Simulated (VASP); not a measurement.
Wanted: the native input for a VASP 6.6.1 run.

- Task: relaxation of cell and atoms
- Functional: PBE
- Potentials or basis: VASP PAW PBE potentials, release 64 (In_d, Sb)
- Cutoff: 600 eV
- k mesh: 10 × 10 × 10
- Occupations: gaussian, width 0.03 eV
- Spin: no spin polarisation
- Further INCAR settings: ALGO = Normal; EDIFF = 1e-06; IBRION = 2; EDIFFG = -0.01; NSW = 90; ISIF = 3

The structure of InSb lies in POSCAR:

```
InSb
1.0
    0.0000000000      3.2391000000      3.2391000000
    3.2391000000      0.0000000000      3.2391000000
    3.2391000000      3.2391000000      0.0000000000
In Sb
1 1
Direct
    0.0000000000      0.0000000000      0.0000000000
    0.2500000000      0.2500000000      0.2500000000
```

One way to write it, as run:

INCAR

```
PREC = Accurate
ENCUT = 600
EDIFF = 1E-6
ISMEAR = 0
SIGMA = 0.03
LREAL = F
LASPH = T
NELM = 80
ALGO = Normal
ISIF = 3
LWAVE = F
LCHARG = F
GGA = PE
IBRION = 2
NSW = 90
EDIFFG = -0.01
```

KPOINTS

```
Automatic mesh
0
Gamma
  10 10 10
```

Potentials or basis: VASP PAW PBE potentials, release 64 (In_d, Sb).

Launch:

```sh
$ cat potpaw_PBE.64/In_d/POTCAR potpaw_PBE.64/Sb/POTCAR > POTCAR
$ mpirun -np 1 vasp_std > vasp.out
```

It gave:

```yaml
Relaxed_volume: 36.49 Å³/atom
Relaxed_cell: a = 4.691 Å, b = 4.691 Å, c = 4.691 Å, α = 60.00°, β = 60.00°, γ = 60.00°
Space_group_after_relaxing_to_0.05_Å: F-43m (No. 216)
Energy_gained_by_relaxing: 23.0 meV/atom
Ionic_steps: 3
Pressure_after_relaxing: 0.0 GPa
Band_gap_on_the_k_mesh: none (metal or under the smearing width)
```

Caveat: this crystal is a semiconductor, whose small gap the functional closes, so the metal is an error of the method.

Run time: 80 s on 1 thread of Intel(R) Xeon(R) Platinum 8488C (Sapphire Rapids), with other jobs on the host, peak memory 0.27 GiB.
